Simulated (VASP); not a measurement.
# SnSe (Pnma) in VASP: a series of runs

Aim: see how the results for SnSe move with the level of theory and the settings. Levels: PBE+D3(BJ), LDA, PBE. Tasks: relaxation of cell and atoms.

Everything below comes from runs of VASP 6.6.1. Logs are shortened: lines on timing, memory, paths and dates and some standing lists are left out, and cuts for length are marked.

**1. The crystal as given**

The structure is orthorhombic, space group Pnma (No. 62). The conventional cell has a = 11.420 Å, b = 4.190 Å, c = 4.460 Å, α = 90.00°, β = 90.00°, γ = 90.00°. Sn (site symmetry m) is surrounded by 3 Se at 2.69 to 2.83 Å. Se (site symmetry m) is surrounded by 3 Sn at 2.69 to 2.83 Å.

**2. Relaxation of cell and atoms, PBE+D3(BJ), target pressure 1.3 GPa, at which the enthalpy is minimised**

Input file INCAR:

```
PREC     = Accurate       # precision mode
ENCUT    = 600            # plane-wave cutoff, eV
EDIFF    = 1E-6           # SCF threshold, eV
ISMEAR   = 0              # smearing method
SIGMA    = 0.03           # smearing width, eV
LREAL    = False          # projectors in reciprocal space
LASPH    = True           # aspherical terms in the spheres
NELM     = 80             # most SCF steps
ALGO     = Normal         # electronic algorithm
ISIF     = 3              # what is computed and relaxed
LWAVE    = False          # write WAVECAR
LCHARG   = False          # write CHGCAR
GGA      = PE             # functional
IVDW     = 12             # dispersion correction
IBRION   = 2              # ionic algorithm
NSW      = 90             # ionic steps
EDIFFG   = -0.01          # ionic threshold
PSTRESS  = 13.0         
KPAR     = 2
```

Input file KPOINTS:

```
Automatic mesh
0
Gamma
  4 8 8
```

Input file POSCAR:

```
SnSe
1.0
   11.4200000000      0.0000000000      0.0000000000
    0.0000000000      4.1900000000      0.0000000000
    0.0000000000      0.0000000000      4.4600000000
Sn Se
4 4
Direct
    0.1230000000      0.2500000000      0.0910000000
    0.3770000000      0.7500000000      0.5910000000
    0.6230000000      0.2500000000      0.4090000000
    0.8770000000      0.7500000000      0.9090000000
    0.3570000000      0.2500000000      0.0160000000
    0.1430000000      0.7500000000      0.5160000000
    0.8570000000      0.2500000000      0.4840000000
    0.6430000000      0.7500000000      0.9840000000
```

Potentials or basis: VASP PAW PBE potentials, release 64 (Sn_d, Se).

On the command line:

```console
$ cat potpaw_PBE.64/Sn_d/POTCAR potpaw_PBE.64/Se/POTCAR > POTCAR
$ mpirun -np 2 vasp_std > vasp.out
```

OUTCAR:

```text
PREC = Accurate
   ENCUT = 600
   EDIFF = 1E-6
   ISMEAR = 0
   LREAL = False
   LASPH = True
   NELM = 80
   ISIF = 3
   GGA = PE
   IVDW = 12
   IBRION = 2
   NSW = 90
   EDIFFG = -0.01
   PSTRESS = 13.0
 IVDW          = 12

 ion  position               nearest neighbor table
   1  0.123  0.250  0.091-   5 2.69   6 2.83   6 2.83   4 3.60   4 3.60
   2  0.377  0.750  0.591-   6 2.69   5 2.83   5 2.83   3 3.60   3 3.60
   3  0.623  0.250  0.409-   7 2.69   8 2.83   8 2.83   2 3.60   2 3.60
   4  0.877  0.750  0.909-   8 2.69   7 2.83   7 2.83   1 3.60   1 3.60
   5  0.357  0.250  0.016-   1 2.69   2 2.83   2 2.83
   6  0.143  0.750  0.516-   2 2.69   1 2.83   1 2.83
   7  0.857  0.250  0.484-   3 2.69   4 2.83   4 2.83
   8  0.643  0.750  0.984-   4 2.69   3 2.83   3 2.83

  LATTYP: Found a simple orthorhombic cell.
 ALAT       =     4.1900000000
 B/A-ratio  =     1.0644391408
 C/A-ratio  =     2.7255369928

  Lattice vectors:

 A1 = (   0.0000000000,   4.1900000000,   0.0000000000)
 A2 = (   0.0000000000,   0.0000000000,   4.4600000000)
 A3 = (  11.4200000000,   0.0000000000,   0.0000000000)

Analysis of symmetry for initial positions (statically):
=====================================================================
 Subroutine PRICEL returns:
 Original cell was already a primitive cell.

 Routine SETGRP: Setting up the symmetry group for a
 simple orthorhombic supercell.

 Subroutine GETGRP returns: Found  8 space group operations
 (whereof  2 operations were pure point group operations)
 out of a pool of  8 trial point group operations.

The static configuration has the point symmetry S_2 .
 The point group associated with its full space group is D_2h.

Analysis of symmetry for dynamics (positions and initial velocities):
=====================================================================
 Subroutine PRICEL returns:
 Original cell was already a primitive cell.

 Routine SETGRP: Setting up the symmetry group for a
 simple orthorhombic supercell.

 Subroutine GETGRP returns: Found  8 space group operations
 (whereof  2 operations were pure point group operations)
 out of a pool of  8 trial point group operations.

The dynamic configuration has the point symmetry S_2 .
 The point group associated with its full space group is D_2h.

 Subroutine INISYM returns: Found  8 space group operations
 (whereof  2 operations are pure point group operations),
 and found     1 'primitive' translations

----------------------------------------------------------------------------------------

                                     Primitive cell

  volume of cell :     213.4101

  direct lattice vectors                    reciprocal lattice vectors
    11.420000000  0.000000000  0.000000000     0.087565674  0.000000000  0.000000000
     0.000000000  4.190000000  0.000000000     0.000000000  0.238663484  0.000000000
     0.000000000  0.000000000  4.460000000     0.000000000  0.000000000  0.224215247

  length of vectors
    11.420000000  4.190000000  4.460000000     0.087565674  0.238663484  0.224215247

  position of ions in fractional coordinates (direct lattice)
     0.123000000  0.250000000  0.091000000
     0.377000000  0.750000000  0.591000000
     0.623000000  0.250000000  0.409000000
     0.877000000  0.750000000  0.909000000
     0.357000000  0.250000000  0.016000000
     0.143000000  0.750000000  0.516000000
     0.857000000  0.250000000  0.484000000
     0.643000000  0.750000000  0.984000000

  ion indices of the primitive-cell ions
   primitive index   ion index
                 1           1
                 2           2
                 3           3
                 4           4
                 5           5
                 6           6
                 7           7
                 8           8

----------------------------------------------------------------------------------------

 KPOINTS: Automatic mesh

Automatic generation of k-mesh.
 Grid dimensions read from file:
 generate k-points for:    4    8    8

 Generating k-lattice:

  Cartesian coordinates                     Fractional coordinates (reciprocal lattice)
     0.021891419  0.000000000  0.000000000     0.250000000  0.000000000  0.000000000
     0.000000000  0.029832936  0.000000000     0.000000000  0.125000000  0.000000000
     0.000000000  0.000000000  0.028026906     0.000000000  0.000000000  0.125000000

  Length of vectors
     0.021891419  0.029832936  0.028026906

  Shift w.r.t. Gamma in fractional coordinates (k-lattice)
     0.000000000  0.000000000  0.000000000

 Subroutine IBZKPT returns following result:
 ===========================================

 Found     75 irreducible k-points:

 Following reciprocal coordinates:
            Coordinates               Weight
  0.000000  0.000000  0.000000      1.000000
  0.250000  0.000000  0.000000      2.000000
  0.500000  0.000000  0.000000      1.000000
  0.000000  0.125000  0.000000      2.000000
  0.250000  0.125000  0.000000      4.000000
  0.500000  0.125000  0.000000      2.000000
[... 16 lines left out ...]
  0.250000  0.250000  0.125000      8.000000
  0.500000  0.250000  0.125000      4.000000
 [... further k-points ...]
   k-points           NKPTS =     75   k-points in BZ     NKDIM =     75   number of bands    NBANDS=     48
   number of dos      NEDOS =    301   number of ions     NIONS =      8
   total plane-waves  NPLWV = 124416
   dimension x,y,z NGX =    96 NGY =   36 NGZ =   36
   dimension x,y,z NGXF=   192 NGYF=   72 NGZF=   72
   ions per type =               4   4
   NGX,Y,Z   is equivalent  to a cutoff of  13.98, 14.28, 13.42 a.u.
   NGXF,Y,Z  is equivalent  to a cutoff of  27.95, 28.57, 26.84 a.u.
 SYSTEM =  unknown system
   PREC   = accura    normal or accurate (medium, high low for compatibility)
   ISTART =      0    job   : 0-new  1-cont  2-samecut
   ICHARG =      2    charge: 1-file 2-atom 10-const
   ISPIN  =      1    spin polarized calculation?
   LNONCOLLINEAR =      F non collinear calculations
   LSORBIT =      F    spin-orbit coupling
   LASPH  =      T    aspherical Exc in radial PAW
   ENCUT  =  600.0 eV  44.10 Ry    6.64 a.u.  22.81  8.37  8.91*2*pi/ulx,y,z
   NELM   =     80;   NELMIN=  2; NELMDL= -5     # of ELM steps
   EDIFF  = 0.1E-05   stopping-criterion for ELM
   LREAL  =      F    real-space projection
   EDIFFG = -.1E-01   stopping-criterion for IOM
   NSW    =     90    number of steps for IOM
   IBRION =      2    ionic relax: 0-MD 1-quasi-New 2-CG
   NFREE  =      1    steps in history (QN), initial steepest desc. (CG)
   ISIF   =      3    stress and relaxation
   ISYM   =      2    0-nonsym 1-usesym 2-fastsym
   POTIM  = 0.5000    time-step for ionic-motion
   TEBEG  =    0.0;   TEEND  =   0.0 temperature during run
   PSTRESS=   13.0 pullay stress
   NELECT =      80.0000    total number of electrons
   NUPDOWN=      -1.0000    fix difference up-down
   EMIN   =  10.00;   EMAX   =-10.00  energy-range for DOS
   EFERMI =   0.00;   METHOD = LEGACY
   ISMEAR =     0;   SIGMA  =   0.03  broadening in eV -4-tet -1-fermi 0-gaus
   EFERMI_NEDOS =   21; number of points for ismear=-14 and -15
   IALGO  =     38    algorithm
   IMIX   =      4    mixing-type and parameters
     AMIX     =   0.40;   BMIX     =  1.00
     AMIX_MAG =   1.60;   BMIX_MAG =  1.00
  volume/ion in A,a.u.               =      26.68       180.02
  Fermi-wavevector in a.u.,A,eV,Ry     =   1.180411  2.230653 18.957944  1.393370
  Thomas-Fermi vector in A             =   2.316704
   LORBIT       =      0    0 simple, 1 ext, 2 COOP (PROOUT), +10 PAW based schemes
   GGA     = PE    functional components
   LHFCALC =     F    Hartree Fock is set to
   AEXX    =    0.0000 exact exchange contribution
   IVDW    =    12    specifies the selected vdW correction
   LEPSILON=     F    determine dielectric tensor
   LRPA    =     F    only Hartree local field effects (RPA)
 conjugate gradient relaxation of ions
 non-spin polarized calculation
 Gauss-broadening in eV      SIGMA  =   0.03
  energy-cutoff  :      600.00
  volume of cell :      213.41
 maximum number of plane-waves:      7156
 NGX is ok and might be reduce to    96
   NGX = 45   NGY = 17   NGZ = 17

--------------------------------------- Ionic step        1  -------------------------------------------

 number of electron      79.9999997 magnetization

 Free energy of the ion-electron system (eV)
  ---------------------------------------------------
  ext. energy  EPLUGINS =         0.00000000
  ---------------------------------------------------
  free energy    TOTEN  =       -32.77518741 eV

  energy without entropy =      -32.77518741  energy(sigma->0) =      -32.77518741

------------------------ aborting loop because EDIFF is reached ----------------------------------------

 Edisp (eV)   -2.89966

 E8    (eV) :    -1.3085
[... 131 lines left out ...]
  energy  without entropy=      -35.6958488783  energy(sigma->0) =      -35.69584888

  enthalpy is  TOTEN    =       -34.0125732905 eV   P V=        1.6832755878

 E-fermi :   6.3979     XC(G=0): -10.0096

 val. band max:        6.2150704681   @ k =   0.0000   0.0000   0.3750
 cond. band min:       6.6527668705   @ k =   0.0000   0.0000   0.0000
 fundamental gap:      0.4376964024
 Fermi energy:         6.3978744068

 k-point     1 :       0.0000    0.0000    0.0000
  band No.  band energies     occupation
      1     -15.2720      2.00000
      2     -15.2579      2.00000
      3     -15.2548      2.00000
      4     -15.2519      2.00000
      5     -15.2503      2.00000
      6     -15.2482      2.00000
[... 1213 lines left out ...]
     47       9.4604      0.00000
     48       9.4604      0.00000

 [... further k-points ...]

[... ionic steps 4 to 11 ...]

--------------------------------------- Ionic step       12  -------------------------------------------

 number of electron      80.0000004 magnetization

------------------------ aborting loop because EDIFF is reached ----------------------------------------
[... 91 lines left out ...]
--------------------------------------- Ionic step       14  -------------------------------------------

 number of electron      80.0000007 magnetization

 Free energy of the ion-electron system (eV)
  ---------------------------------------------------
  ext. energy  EPLUGINS =         0.00000000
  ---------------------------------------------------
  free energy    TOTEN  =       -32.65873950 eV

  energy without entropy =      -32.65873950  energy(sigma->0) =      -32.65873950

 E-fermi :   6.2001     XC(G=0):  -9.9571

 val. band max:        6.0635820995   @ k =   0.0000   0.0000   0.3750
 cond. band min:       6.4705010142   @ k =   0.0000   0.0000   0.0000
 fundamental gap:      0.4069189146
 Fermi energy:         6.2001386653

 k-point     1 :       0.0000    0.0000    0.0000
  band No.  band energies     occupation
      1     -15.3915      2.00000
      2     -15.3798      2.00000
      3     -15.3758      2.00000
      4     -15.3742      2.00000
      5     -15.3703      2.00000
      6     -15.3700      2.00000
[... 1213 lines left out ...]
     47       9.3206      0.00000
     48       9.3206      0.00000

 [... further k-points ...]

------------------------ aborting loop because EDIFF is reached ----------------------------------------

 Edisp (eV)   -3.04723

 E8    (eV) :    -1.3735
[... 35 lines left out ...]
  energy  without entropy=      -35.7059726574  energy(sigma->0) =      -35.70597266

  enthalpy is  TOTEN    =       -34.0577700187 eV   P V=        1.6482026387

 reached required accuracy - stopping structural energy minimisation
```

Wall time 36 min (2 MPI ranks of Intel Xeon 6975P-C (Granite Rapids), shared host); peak memory 0.89 GiB.

What came out:

```
Free energy                                            : -35.7060 eV
Relaxed volume                                         : 25.39 Å³/atom
Relaxed cell                                           : a = 11.372 Å, b = 4.146 Å, c = 4.308 Å, α = 90.00°, β = 90.00°, γ = 90.00°
Space group after relaxing (to 0.05 Å)                 : Pnma (No. 62)
Energy change on relaxing (the enthalpy is what falls) : -3.9 meV/atom
Ionic steps                                            : 14
Pressure after relaxing                                : 1.3 GPa
Largest force after relaxing                           : 0.005 eV/Å
Band gap on the k mesh                                 : 0.41 eV, indirect (least direct gap 0.76 eV)
Dispersion energy per atom                             : -0.381 eV
```

Forces in eV/Å, atoms in the order of the input:
```
Sn  -0.001  0.000 -0.001
Sn   0.001  0.000 -0.001
Sn  -0.001  0.000  0.001
Sn   0.001  0.000  0.001
Se   0.001  0.000 -0.005
Se  -0.001  0.000 -0.005
Se   0.001  0.000  0.005
Se  -0.001  0.000  0.005
```

Step by step:
| step | energy change (eV) | largest force (eV/Å) | pressure (GPa) | volume (Å³) |
| --- | --- | --- | --- | --- |
| 1 | 0.0000 | 0.3326 | 0.24 | 213.41 |
| 2 | -0.0245 | 0.2523 | 1.22 | 207.95 |
| 3 | -0.0210 | 0.2520 | 1.32 | 207.45 |
| 4 | -0.0334 | 0.1717 | 1.15 | 206.62 |
| 5 | -0.0357 | 0.0905 | 0.90 | 204.39 |
| 6 | -0.0077 | 0.0269 | 1.85 | 200.94 |
| 7 | -0.0246 | 0.0511 | 1.37 | 202.66 |
| 8 | -0.0277 | 0.0350 | 1.32 | 202.89 |
| 9 | -0.0316 | 0.0109 | 1.26 | 203.26 |
| 10 | -0.0299 | 0.0159 | 1.34 | 203.01 |
| 11 | -0.0304 | 0.0160 | 1.32 | 203.07 |
| 12 | -0.0316 | 0.0100 | 1.28 | 203.20 |
| 13 | -0.0323 | 0.0092 | 1.24 | 203.29 |
| 14 | -0.0311 | 0.0049 | 1.30 | 203.13 |

Final structure:
```
Sn Se
1.0
    11.37171    0.00000    0.00000
     0.00000    4.14615    0.00000
     0.00000    0.00000    4.30831
Sn Se
4 4
Direct
  0.11683 0.25000 0.08388
  0.38317 0.75000 0.58388
  0.61683 0.25000 0.41612
  0.88317 0.75000 0.91612
  0.35804 0.25000 0.02288
  0.14196 0.75000 0.52288
  0.85804 0.25000 0.47712
  0.64196 0.75000 0.97712
```

Levels at points of the mesh, in eV from the valence-band top:
```
           k point  band 37  band 38  band 39  band 40  band 41  band 42  band 43  band 44
(0.00, 0.00, 0.00)    -1.72    -1.41    -0.78    -0.66     0.41     3.06     3.16     3.22
(0.50, 0.00, 0.00)    -2.04    -2.04    -0.66    -0.66     2.56     2.56     2.80     2.80
(0.00, 0.50, 0.00)    -1.07    -1.07    -0.59    -0.59     0.83     0.83     1.44     1.44
(0.50, 0.50, 0.00)    -0.91    -0.91    -0.91    -0.91     1.39     1.39     1.39     1.39
(0.00, 0.00, 0.50)    -0.81    -0.81    -0.29    -0.29     1.19     1.19     1.22     1.22
(0.50, 0.00, 0.50)    -0.47    -0.47    -0.22    -0.22     1.08     1.08     1.29     1.29
(0.00, 0.50, 0.50)    -2.47    -2.47    -1.66    -1.66     2.58     2.58     2.99     2.99
(0.50, 0.50, 0.50)    -1.70    -1.70    -1.70    -1.70     2.32     2.32     2.32     2.32
```

Caveat: the cell is relaxed towards a set pressure, so the enthalpy falls and the energy may rise; spin-orbit coupling is left out, which moves the levels of the heavy elements. A k mesh can miss the band edges.

**3. Relaxation of cell and atoms, PBE+D3(BJ), target pressure 1.3 GPa, at which the enthalpy is minimised**

This run uses another cell than the first one, of 25.39 Å³/atom, 0.952 times its volume.

Edit INCAR of step 2 so:

```diff
@@ -2,3 +2,3 @@
 ENCUT    = 600            # plane-wave cutoff, eV
-EDIFF    = 1E-6           # SCF threshold, eV
+EDIFF    = 1E-7           # SCF threshold, eV
 ISMEAR   = 0              # smearing method
@@ -16,3 +16,3 @@
 NSW      = 90             # ionic steps
-EDIFFG   = -0.01          # ionic threshold
+EDIFFG   = -0.005         # ionic threshold
 PSTRESS  = 13.0
```

KPOINTS is that of step 2.

Input file POSCAR:

```
SnSe                                    
1.0
   11.3717078442      0.0000000000      0.0000000000
    0.0000000000      4.1461513368     -0.0000000000
    0.0000000000     -0.0000000000      4.3083104630
  Sn              Se            
     4     4
Direct
     0.1168317970425553    0.2500000000000000    0.0838836008949348
     0.3831682029574447    0.7500000000000000    0.5838836008949346
     0.6168317970425553    0.2500000000000000    0.4161163991050653
     0.8831682029574447    0.7500000000000000    0.9161163991050654
     0.3580422764057472    0.2500000000000000    0.0228792000052379
     0.1419577235942529    0.7500000000000000    0.5228792000052379
     0.8580422764057470    0.2500000000000000    0.4771207999947621
     0.6419577235942530    0.7500000000000000    0.9771207999947621
```

Potentials or basis: VASP PAW PBE potentials, release 64 (Sn_d, Se).

On the command line:

```console
$ cat potpaw_PBE.64/Sn_d/POTCAR potpaw_PBE.64/Se/POTCAR > POTCAR
$ mpirun -np 2 vasp_std > vasp.out
```

Wall time 7.8 min (2 MPI ranks of Intel Xeon 6975P-C (Granite Rapids), shared host); peak memory 0.84 GiB.

The run converged. Its results:

```yaml
Free_energy: -35.7045 eV
Relaxed_volume: 25.38 Å³/atom
Relaxed_cell: a = 11.369 Å, b = 4.146 Å, c = 4.307 Å, α = 90.00°, β = 90.00°, γ = 90.00°
Space_group_after_relaxing_to_0.05_Å: Pnma (No. 62)
Energy_change_on_relaxing_the_enthalpy_is_what_falls: +0.1 meV/atom
Ionic_steps: 2
Pressure_after_relaxing: 1.3 GPa
Largest_force_after_relaxing: 0.005 eV/Å
Band_gap_on_the_k_mesh: 0.41 eV, indirect (least direct gap 0.76 eV)
Dispersion_energy_per_atom: -0.381 eV
```

Forces in eV/Å, atoms in the order of the input:
```
Sn  -0.004  0.000 -0.003
Sn   0.004  0.000 -0.003
Sn  -0.004  0.000  0.003
Sn   0.004  0.000  0.003
Se   0.003  0.000 -0.003
Se  -0.003  0.000 -0.003
Se   0.003  0.000  0.003
Se  -0.003  0.000  0.003
```

Step by step:
```csv
step,energy change (eV),largest force (eV/Å),pressure (GPa),volume (Å³)
1,0.0000,0.0049,1.27,203.13
2,0.0009,0.0047,1.31,203.02
```

Final structure:
```
Sn Se
1.0
    11.36858    0.00000    0.00000
     0.00000    4.14587    0.00000
     0.00000    0.00000    4.30732
Sn Se
4 4
Direct
  0.11683 0.25000 0.08387
  0.38317 0.75000 0.58387
  0.61683 0.25000 0.41613
  0.88317 0.75000 0.91613
  0.35804 0.25000 0.02282
  0.14196 0.75000 0.52282
  0.85804 0.25000 0.47718
  0.64196 0.75000 0.97718
```

Levels at points of the mesh, in eV from the valence-band top:
| k point | band 38 | band 39 | band 40 | band 41 | band 42 | band 43 |
| --- | --- | --- | --- | --- | --- | --- |
| (0.00, 0.00, 0.00) | -1.41 | -0.78 | -0.66 | 0.41 | 3.06 | 3.16 |
| (0.50, 0.00, 0.00) | -2.04 | -0.66 | -0.66 | 2.56 | 2.56 | 2.80 |
| (0.00, 0.50, 0.00) | -1.07 | -0.59 | -0.59 | 0.83 | 0.83 | 1.44 |
| (0.50, 0.50, 0.00) | -0.91 | -0.91 | -0.91 | 1.39 | 1.39 | 1.39 |
| (0.00, 0.00, 0.50) | -0.81 | -0.29 | -0.29 | 1.19 | 1.19 | 1.22 |
| (0.50, 0.00, 0.50) | -0.47 | -0.22 | -0.22 | 1.08 | 1.08 | 1.29 |
| (0.00, 0.50, 0.50) | -2.48 | -1.66 | -1.66 | 2.58 | 2.58 | 2.99 |
| (0.50, 0.50, 0.50) | -1.70 | -1.70 | -1.70 | 2.32 | 2.32 | 2.32 |

Caveat: the cell is relaxed towards a set pressure, so the enthalpy falls and the energy may rise; spin-orbit coupling is left out, which moves the levels of the heavy elements.

[end of part 1 of 2]
